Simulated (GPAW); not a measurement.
# Al2Au (Fm-3m) in GPAW: equation of state

Aim: energy against volume of Al2Au in PBE, for its equilibrium volume and stiffness.

All numbers are computed with GPAW 26.7.0; they aren't measurements. Logs are shortened: lines on timing, memory, paths and dates and some standing lists are left out, and cuts for length are marked. The log counts tension as positive stress, the text compression.

## 1. The crystal as given

Symmetry: Fm-3m, No. 225, cubic system. The conventional cell has a = 6.000 Å, b = 6.000 Å, c = 6.000 Å, α = 90.00°, β = 90.00°, γ = 90.00°. Around Au (site symmetry m-3m) lie 8 Al at 2.60 Å. Al (site symmetry -43m) is surrounded by 4 Au at 2.60 Å.

## 2. Equation of state, PBE

run.py

```python
from ase import Atoms
from ase.eos import EquationOfState
from ase.io import Trajectory
from ase.units import GPa
from gpaw import GPAW, PW

atoms = Atoms(['Au', 'Al', 'Al'],
              cell=[[0.0, 3.0, 3.0],
                    [3.0, 0.0, 3.0],
                    [3.0, 3.0, 0.0]],
              scaled_positions=[[0.0, 0.0, 0.0],
                                [0.75, 0.75, 0.75],
                                [0.25, 0.25, 0.25]],
              pbc=True)

traj = Trajectory('eos.traj', 'w')
volumes, energies = [], []
for x in [0.94, 0.96, 0.98, 1.0, 1.02, 1.04, 1.06]:
    a = atoms.copy()
    a.set_cell(atoms.cell * x**(1 / 3), scale_atoms=True)
    calc = GPAW(mode=PW(600),
                xc='PBE',
                kpts={'size': (8, 8, 8), 'gamma': True},
                occupations={'name': 'fermi-dirac', 'width': 0.05},
                nbands=20,
                convergence={'density': 1e-05, 'energy': 1e-05},
                maxiter=150,
                txt=f'eos-{x:.2f}.txt')
    a.calc = calc
    energies.append(a.get_potential_energy(force_consistent=True))
    volumes.append(a.get_volume())
    p = -a.get_stress()[:3].mean() / GPa
    calc.write(f'eos-{x:.2f}.gpw')
    traj.write(a)
    print(f'{x:.2f} {volumes[-1]:10.4f} A^3 {energies[-1]:14.6f} eV {p:9.3f} GPa', flush=True)

v0, e0, B = EquationOfState(volumes, energies, eos='birchmurnaghan').fit()
print(f'V0 = {v0:.4f} A^3, E0 = {e0:.6f} eV, B0 = {B / GPa:.2f} GPa')
```

Potentials or basis: GPAW PAW data sets (gpaw-data 1.2.1), pw.

Command:

```
OMP_NUM_THREADS=1 python run.py
```

The log of the run:

```text
__  _  _
 | _ |_)|_||  |
 |__||  | ||/\| - 26.7.0

Input parameters:
  mode=PW(ecut=600.0),
  convergence={'density': 1e-05, 'energy': 1e-05},
  kpts=MonkhorstPack(size=(8, 8, 8), gamma=True),
  maxiter=150,
  nbands=20,
  occupations=Occupations(name='fermi-dirac', width=0.05),
  xc=XC(name='PBE')

Diagonalizing LCAO Hamiltonian
Converting LCAO to pw mode

                     Al

            Al

       Au

Atoms  # Å, Bohr magnetons
|   | symbol |        x |        y |        z |    initial magnetic moments |
|---|--------|----------|----------|----------|-----------------------------|
| 0 |     Au | 0.000000 | 0.000000 | 0.000000 | ( 0.0000,  0.0000,  0.0000) |
| 1 |     Al | 4.408137 | 4.408137 | 4.408137 | ( 0.0000,  0.0000,  0.0000) |
| 2 |     Al | 1.469379 | 1.469379 | 1.469379 | ( 0.0000,  0.0000,  0.0000) |

Unit cell  # Å
| periodic |        x |        y |        z |  lengths |    angles |
|----------|----------|----------|----------|----------|-----------|
|      yes | 0.000000 | 2.938758 | 2.938758 | 4.156032 | 60.000000 |
|      yes | 2.938758 | 0.000000 | 2.938758 | 4.156032 | 60.000000 |
|      yes | 2.938758 | 2.938758 | 0.000000 | 4.156032 | 60.000000 |

Number of symmetries: 48
Symmetry operations  # r_c * U_cc + t_c -> r_c
|    | kind |            matrix            |
|----|------|------------------------------|
|  0 |  σ   |  1, 0, 0,  1, 0,-1,  1,-1, 0 |
|  1 |  C2  |  1, 0, 0,  1,-1, 0,  1, 0,-1 |
|  2 |  E   |  1, 0, 0,  0, 1, 0,  0, 0, 1 |
|  3 |  σ   |  1, 0, 0,  0, 0, 1,  0, 1, 0 |
|  4 |  C4  |  1, 0,-1,  1, 0, 0,  1,-1, 0 |
|  5 |  S6  |  1, 0,-1,  1,-1, 0,  1, 0, 0 |
|  6 |  σ   |  1, 0,-1,  0, 1,-1,  0, 0,-1 |
|  7 |  C3  |  1, 0,-1,  0, 0,-1,  0, 1,-1 |
|  8 |  S6  |  1,-1, 0,  1, 0, 0,  1, 0,-1 |
|  9 |  C4  |  1,-1, 0,  1, 0,-1,  1, 0, 0 |
| 10 |  C3  |  1,-1, 0,  0,-1, 1,  0,-1, 0 |
| 11 |  σ   |  1,-1, 0,  0,-1, 0,  0,-1, 1 |
| 12 |  σ   |  0, 1, 0,  1, 0, 0,  0, 0, 1 |
| 13 |  C4  |  0, 1, 0,  0, 1,-1, -1, 1, 0 |
| 14 |  C3  |  0, 1, 0,  0, 0, 1,  1, 0, 0 |
| 15 |  S6  |  0, 1, 0, -1, 1, 0,  0, 1,-1 |
| 16 |  C2  |  0, 1,-1,  1, 0,-1,  0, 0,-1 |
| 17 |  σ   |  0, 1,-1,  0, 1, 0, -1, 1, 0 |
| 18 |  S4  |  0, 1,-1,  0, 0,-1,  1, 0,-1 |
| 19 |  C4  |  0, 1,-1, -1, 1, 0,  0, 1, 0 |
| 20 |  C3  |  0, 0, 1,  1, 0, 0,  0, 1, 0 |
| 21 |  σ   |  0, 0, 1,  0, 1, 0,  1, 0, 0 |
| 22 |  S6  |  0, 0, 1,  0,-1, 1, -1, 0, 1 |
| 23 |  C4  |  0, 0, 1, -1, 0, 1,  0,-1, 1 |
| 24 |  S4  |  0, 0,-1,  1, 0,-1,  0, 1,-1 |
| 25 |  C3  |  0, 0,-1,  0, 1,-1,  1, 0,-1 |
| 26 |  C2  |  0, 0,-1,  0,-1, 0, -1, 0, 0 |
| 27 |  S6  |  0, 0,-1, -1, 0, 0,  0,-1, 0 |
| 28 |  S4  |  0,-1, 1,  1,-1, 0,  0,-1, 0 |
| 29 |  C4  |  0,-1, 1,  0, 0, 1, -1, 0, 1 |
| 30 |  C2  |  0,-1, 1,  0,-1, 0,  1,-1, 0 |
| 31 |  σ   |  0,-1, 1, -1, 0, 1,  0, 0, 1 |
| 32 |  C3  |  0,-1, 0,  1,-1, 0,  0,-1, 1 |
| 33 |  S6  |  0,-1, 0,  0, 0,-1, -1, 0, 0 |
| 34 |  S4  |  0,-1, 0,  0,-1, 1,  1,-1, 0 |
| 35 |  C2  |  0,-1, 0, -1, 0, 0,  0, 0,-1 |
| 36 |  C2  | -1, 1, 0,  0, 1, 0,  0, 1,-1 |
| 37 |  S6  | -1, 1, 0,  0, 1,-1,  0, 1, 0 |
| 38 |  S4  | -1, 1, 0, -1, 0, 1, -1, 0, 0 |
| 39 |  C3  | -1, 1, 0, -1, 0, 0, -1, 0, 1 |
| 40 |  S6  | -1, 0, 1,  0, 0, 1,  0,-1, 1 |
| 41 |  C2  | -1, 0, 1,  0,-1, 1,  0, 0, 1 |
| 42 |  C3  | -1, 0, 1, -1, 1, 0, -1, 0, 0 |
| 43 |  S4  | -1, 0, 1, -1, 0, 0, -1, 1, 0 |
| 44 |  C2  | -1, 0, 0,  0, 0,-1,  0,-1, 0 |
| 45 |  i   | -1, 0, 0,  0,-1, 0,  0, 0,-1 |
| 46 |  σ   | -1, 0, 0, -1, 1, 0, -1, 0, 1 |
| 47 |  C2  | -1, 0, 0, -1, 0, 1, -1, 1, 0 |

BZ-sampling:
  Number of BZ points: 512
  Number of IBZ points: 29

  Monkhorst-Pack size: [8, 8, 8]
  Monkhorst-Pack shift: [0.0625, 0.0625, 0.0625]

K-points  # in reciprocal-cell coordinates
|     |                                coordinates |     weight |
|-----|--------------------------------------------|------------|
|   0 | (  0.00000000,   0.00000000,   0.00000000) | 0.00195312 |
|   1 | (  0.12500000,   0.12500000,   0.00000000) | 0.01171875 |
|   2 | (  0.12500000,   0.12500000,   0.12500000) | 0.01562500 |
|   3 | (  0.25000000,   0.12500000,   0.12500000) | 0.02343750 |
|   4 | (  0.25000000,   0.25000000,   0.00000000) | 0.01171875 |
|   5 | (  0.25000000,   0.25000000,   0.12500000) | 0.04687500 |
|   6 | (  0.25000000,   0.25000000,   0.25000000) | 0.01562500 |
|   7 | (  0.37500000,   0.25000000,  -0.37500000) | 0.04687500 |
|   8 | (  0.37500000,   0.25000000,   0.12500000) | 0.04687500 |
|   9 | (  0.37500000,   0.25000000,   0.25000000) | 0.04687500 |
| ... |                                            |            |
|  28 | (  0.50000000,   0.50000000,   0.50000000) | 0.00781250 |

Plane wave coefficients: 1719
Cutoff: 600.0 eV

Spin-components: 1 (collinear spins)
Bands:           20
Projectors:      16
Spin-degeneracy: 2
Datatype:        complex128

Parallelization:
  kpt:    1
  domain: 1
  band:   1

Density:
  Valence electrons: 17.0
  Components: 1
  Grid points: [24 24 24]
  Charge: 0.0  # |e|

Potential:
  Grid points: [24 24 24]

species:
  Au:
    name:    Gold
    Z:       79.0
    valence: 11
    core:    68
    charge:  0.0  # [|e|]
    compensation charges:
      type: gauss
      rc: 0.42  # [Å]
      lmax: 2
    cutoffs:
      filter: 2.33  # [Å]
      core: 2.81  # [Å]
    projectors
    | kind |    occ | energy [eV] | rcut [Å] |
    |------|--------|-------------|----------|
    |   6s |  1.000 |      -5.728 |    1.323 |
    |   6p |  0.000 |      -0.775 |    1.323 |
    |   5d | 10.000 |      -6.891 |    1.323 |
    |    s |        |      21.484 |    1.323 |
    |    p |        |      26.436 |    1.323 |
    |    d |        |      20.321 |    1.323 |

    Using partial waves for Au as LCAO basis

  Al:
    name:    Aluminium
    Z:       13.0
    valence: 3
    core:    10
    charge:  0.0  # [|e|]
    compensation charges:
      type: gauss
      rc: 0.34  # [Å]
      lmax: 2
    cutoffs:
      filter: 1.91  # [Å]
      core: 2.36  # [Å]
    projectors
    | kind |    occ | energy [eV] | rcut [Å] |
    |------|--------|-------------|----------|
    |   3s |  2.000 |      -7.753 |    1.085 |
    |   3p |  1.000 |      -2.712 |    1.085 |
    |    s |        |      19.459 |    1.085 |
    |    p |        |      24.499 |    1.085 |
    |    d |        |       0.000 |    1.085 |

    Using partial waves for Al as LCAO basis

Reference energy: -529805.117639  # eV

eigensolver:
  PPCG
  Converge bands: occupied
  niter=2

density mixing:
  MSR1-Mixer
  Pratt-step length: 0.05
  Maximum mixing coefficient: 0.75
  Old densities: 10
  SVD Regularization: 0.005
  Good broyden scale: 1.0
  Trust region scale: 1.0
  Backstep threshold: 4.0
  History deletion threshold: 6.0
  Fourier metric: weight=20.0, sigma=0.015

occupation numbers:
  Fermi-Dirac:
    width: 0.0500  # eV

poisson solver:
  ecut: 4800.0  # eV

xc functional:
  name: PBE with 2 nearest neighbor stencil

convergence criteria:
[... 6 lines left out ...]
|iter     | |      energy | eigst |  dens |
|---------|-|-------------|-------|-------|
|iter:   1| |  -13.565869 | +0.39 |       |
|iter:   2| |  -13.014751 | -1.98 | -0.78 |
|iter:   3| |  -11.811881 | -1.22 | -0.84 |
|iter:   4| |  -11.777289 | -3.10 | -1.33 |
|iter:   5| |  -11.767272 | -3.23 | -1.64 |
|iter:   6| |  -11.767287 | -5.06 | -2.57 |
|iter:   7| |  -11.767306c| -5.31 | -2.96 |
|iter:   8| |  -11.767306c| -7.36 | -4.03 |
|iter:   9| |  -11.767306c| -7.74c| -4.34 |
|iter:  10| |  -11.767306c| -8.80c| -5.67c|

Converged in 10 steps
Energy contributions relative to reference atoms: (reference = -529805.117639)

Energy contributions:
  Kinetic:           1.805029
  Coulomb:           0.163858
  Zero:              0.277613
  External:          0.000000
  Xc:              -14.010728
  Entropy:          -0.006155
  Spinorbit:         0.000000
  ----------------------------
  Free energy:     -11.770384
  Extrapolated:    -11.767306

dipole moment: (-20.894172, -20.894172, -20.894172)  # |e|*Ang

Fermi level: 8.198
Eigenvalues  # (at kpt = [0.000, 0.000, 0.000])
| band index |      eig [eV] | occ [0-2] |
|------------|---------------|-----------|
|          0 |        -2.844 |     2.000 |
|          1 |         1.210 |     2.000 |
|          2 |         1.210 |     2.000 |
|          3 |         1.210 |     2.000 |
|          4 |         2.201 |     2.000 |
|          5 |         2.201 |     2.000 |
|          6 |        10.969 |     0.000 |
|          7 |        11.131 |     0.000 |
|          8 |        11.131 |     0.000 |
|          9 |        11.131 |     0.000 |
|         10 |        12.358 |     0.000 |
|         11 |        12.358 |     0.000 |
|         12 |        12.358 |     0.000 |
|         13 |        14.198 |     0.000 |
|        ... |               |           |
|         19 |        20.252 |     0.000 |

No gap
No difference between direct/indirect transitions

Stress tensor  # eV/Ang^3
|         x |         y |         z |
|-----------|-----------|-----------|
| -0.077295 |  0.000000 |  0.000000 |
|  0.000000 | -0.077295 | -0.000000 |
|  0.000000 | -0.000000 | -0.077295 |

# Writing to eos-0.94.gpw (mode='')
```

Wall time 2.1 min (1 thread of Arm Neoverse V2, shared host); peak memory 0.25 GiB.

Results:

```yaml
Equilibrium_volume: 18.60 Å³/atom
Bulk_modulus: 103 GPa
Pressure_derivative_of_the_bulk_modulus: 4.9
```

Energy against volume, from the lowest point:
| volume (Å³/atom) | energy (meV/atom) |
| --- | --- |
| 16.920 | 59.15 |
| 17.280 | 34.98 |
| 17.640 | 17.69 |
| 18.000 | 6.53 |
| 18.360 | 0.83 |
| 18.720 | 0.00 |
| 19.080 | 3.50 |

Caveat: with this Au data set, volumes or pressures lay over 1.5 % or 2 GPa off other programs in two to four cells of ten. Spin-orbit coupling is left out, which matters for the levels of Au.
